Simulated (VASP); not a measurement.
The system is MnS.

```
Mn S
1.0
    -1.83000   -1.05655    5.94184
     1.83000   -1.05655    5.94184
     0.00000    2.11310    5.94184
Mn S
2 2
Cartesian
  0.0000 0.0000 0.0000
  0.0000 0.0000 8.9128
  0.0000 0.0000 4.4564
  0.0000 0.0000 13.3691
```

The cell is a database's computed one.

Base run:

```yaml
Program: VASP 6.6.1
Functional: PBEsol
Potentials_or_basis: VASP PAW PBE potentials, release 64 (Mn_pv, S)
Cutoff: 520 eV
k_mesh: 9 × 9 × 9
Occupations: fermi-dirac, width 0.05 eV
Spin: collinear spin, antiferromagnetic start
Starting_moments: "[4.0, -4.0, 0.0, 0.0] μB"
Hubbard_terms: Mn d U = 3 eV
```

Its results: band gap on the k mesh 1.89 eV; pressure -0.4 GPa; net moment 0.00 μB per cell; site moments Mn +4.42, -4.42; S +0.00 μB.

Q: The run is repeated on the same cell with these changes: hubbard terms from Mn d U = 3 eV to none. What comes out?

A: Band gap on the k mesh 0.72 eV; pressure -5.7 GPa; net moment 0.00 μB per cell; site moments Mn +4.15, -4.15; S +0.00 μB.

The U term pushes filled and empty states of the shell apart.

Caveats: the PAW data sets were made with another functional, which shifts forces and pressure a little; an odd mesh through Γ misses points on the zone boundary, where band edges often lie.
